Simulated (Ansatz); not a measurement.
# FeGe (rocksalt type): how the settings move a single-point run

How sensitive is a single-point run of FeGe (rocksalt type) to its settings? A reference run comes first, then one run with altered input.

Program: Ansatz 0.2.0. Level of theory: reference: DFT, PBE, PAW with Ansatz's default frozen-core files, scalar-relativistic. These are calculated values, not measurements.

2 further runs of the same task are left out: 1 that didn't finish, 1 set aside as unsound or not needed.

## 1. Starting point

The structure is cubic, space group Fm-3m (No. 225). The conventional cell has a = 4.346 Å, b = 4.346 Å, c = 4.346 Å, α = 90.00°, β = 90.00°, γ = 90.00°. Around Fe (site symmetry m-3m) lie 6 Ge at 2.17 Å. Ge (site symmetry m-3m) has 6 Fe at 2.17 Å as nearest neighbours.

Coordinates:

```cif
data_structure
_symmetry_space_group_name_H-M 'P 1'
_symmetry_Int_Tables_number 1
_cell_length_a 3.0734
_cell_length_b 3.0734
_cell_length_c 3.0734
_cell_angle_alpha 60.000
_cell_angle_beta 60.000
_cell_angle_gamma 60.000
_cell_volume 20.53
loop_
_atom_site_label
_atom_site_type_symbol
_atom_site_fract_x
_atom_site_fract_y
_atom_site_fract_z
_atom_site_occupancy
Fe1 Fe 0.00000 0.00000 0.00000 1
Ge1 Ge 0.50000 0.50000 0.50000 1
```

## 2. Reference

input.yaml

```yaml
crystal:
  lattice:
    - [0.0, 2.1731884624, 2.1731884624]
    - [2.1731884624, 0.0, 2.1731884624]
    - [2.1731884624, 2.1731884624, 0.0]
  atoms:
    - { symbol: Fe, position: [0.0, 0.0, 0.0], spin: 2.5 }
    - { symbol: Ge, position: [0.5, 0.5, 0.5] }
magnetization:
  spin_polarized: true
kpoints:
  mp_grid: { grid: [14, 14, 14] }
scf:
  occupations: { method: fermi_dirac, width: 0.08 }
hamiltonian:
  xc: pbe
  pseudopotentials: { kind: paw }
output:
  forces: true
  stress: true
  eigenvalues: true
  populations: true
```

Run with:

```sh
$ ansatz run input.yaml --threads 1 --pin off --max-ram 3072MiB --backend cpu --events-out ev --progress --plain --runs-dir out
```

## 3. Changing settings: mp_grid.grid [5, 5, 5]

input.yaml: that of step 2 with these lines changed.

```diff
@@ -11,3 +11,3 @@
 kpoints:
-  mp_grid: { grid: [14, 14, 14] }
+  mp_grid: { grid: [5, 5, 5] }
 scf:
```

**Question.** What will these runs give? Wanted: for each run, ending; energy change; pressure; gap; force.

The runs gave:

```
                      run     ending   energy change  pressure (GPa)  gap (eV)  force (eV/Å)  cycles  time
                reference  converged               0            87.2      0.00          0.00      15  11 s
1: mp_grid.grid [5, 5, 5]  converged  -26.8 meV/atom            86.8      0.36          0.00      15   2 s
```

Residual by cycle in the longest SCF loop of each run; runs are numbered as in the table. The quantity is the density residual dr2, in eV.

```
cycle  reference    run 1
    1       1.34     1.34
    2     0.0741   0.0801
    4      0.241    0.504
    5     0.0441    0.196
    6       0.02   0.0174
    7     4.8e-4  0.00247
    9     2.2e-4   1.4e-4
   10     3.4e-5   2.1e-5
   11     1.4e-6   2.3e-7
   12     5.4e-7   1.1e-8
   14     4.2e-9  1.6e-11
   15     1.6e-9  8.5e-12
```

**Reading.** Changing the k-point mesh moves the energy by -26.8 meV/atom, and the pressure goes from 87.2 to 86.8 GPa and a gap of 0.36 eV opens on the mesh. The energy is not variational in the mesh, so the sign tells nothing. A gap read on a mesh depends on which points the mesh holds, and a coarse mesh shifts the density too. Cost: 2 s against 11 s. The structure is not at rest: the sound run finds 87 GPa, so these are no properties of the relaxed crystal. 
